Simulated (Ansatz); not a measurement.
**ZnS: rigid cleavage**

All numbers below come from Ansatz, DFT r2SCAN, scalar-relativistic, plane waves, PAW. Cutoff 500 eV, Γ-centred 3×6×2 k-points, Gaussian smearing of 0.05 eV. No spin polarisation. Energies are free energies at this smearing, counted from the undisturbed cell; pressure is positive in compression.

The starting cell (relaxed at this level):

```
Zn S
1.0
    -1.90336   -3.29672    6.24574
     1.90336   -3.29672    0.00000
     9.51680    3.29672    6.24574
Zn S
8 8
Direct
  0.67071 0.99731 0.27083
  0.92071 0.49731 0.02083
  0.42071 0.49731 0.52083
  0.17071 0.99731 0.77083
  0.96237 0.24731 0.47916
  0.21237 0.74731 0.22916
  0.71237 0.74731 0.72916
  0.46237 0.24731 0.97916
  0.95138 0.81019 0.36439
  0.20138 0.31019 0.11439
  0.70138 0.31019 0.61439
  0.45138 0.81019 0.86439
  0.24304 0.06019 0.57272
  0.49304 0.56019 0.32272
  0.99304 0.56019 0.82272
  0.74304 0.06019 0.07272
```

The cut lies on the cell's a–b face, a (1 0 1) plane (indices in the standard cell, whose axes needn't be the Cartesian ones shown) of area 26.88 Å², between layers 0.49 Å apart. Vector c is lengthened by d along the normal with the atoms' Cartesian places fixed: one unrelaxed cut a cell.

| d (Å) | energy (J/m²) | traction dE/dd (GPa) | gap on the mesh (eV) |
| --- | --- | --- | --- |
| 0.00 | 0.00 | 0.0 | 2.78 |
| 0.50 | 0.50 | 15.4 | 2.41 |
| 1.00 | 1.28 | 14.8 | 1.78 |
| 2.00 | 2.37 | 7.2 | 0.27 |
| 3.00 | 2.81 | 2.1 | 0.00 |

Where the gap reads zero the k-mesh, chosen for the insulator, is on the coarse side.

Cost: 5 runs of about 17 core-minutes in all, on Arm Neoverse V2 (shared hosts).